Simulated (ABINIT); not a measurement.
The system is Sb.

```xyz
1
Lattice="-1.8713 1.8713 1.8713 1.8713 -1.8713 1.8713 1.8713 1.8713 -1.8713" Properties=species:S:1:pos:R:3 pbc="T T T"
Sb    0.0000    0.0000    0.0000
```

This isn't the form of Sb at room conditions, which is rhombohedral.

Base run:

```yaml
Program: ABINIT 10.8.3 (patched build)
Functional: PBEsol
Potentials_or_basis: PseudoDojo NC SR PBEsol v0.4.1 standard
Cutoff: 980 eV
k_mesh: 8 × 8 × 8
Occupations: fermi-dirac, width 0.05 eV
Spin: no spin polarisation
```

Its results: pressure -2.6 GPa.

Problem. The run is repeated on the same cell with these changes: k mesh from 8 × 8 × 8 to 8 × 8 × 8, with 2 shifts. What comes out?

Solution. Pressure -2.0 GPa.
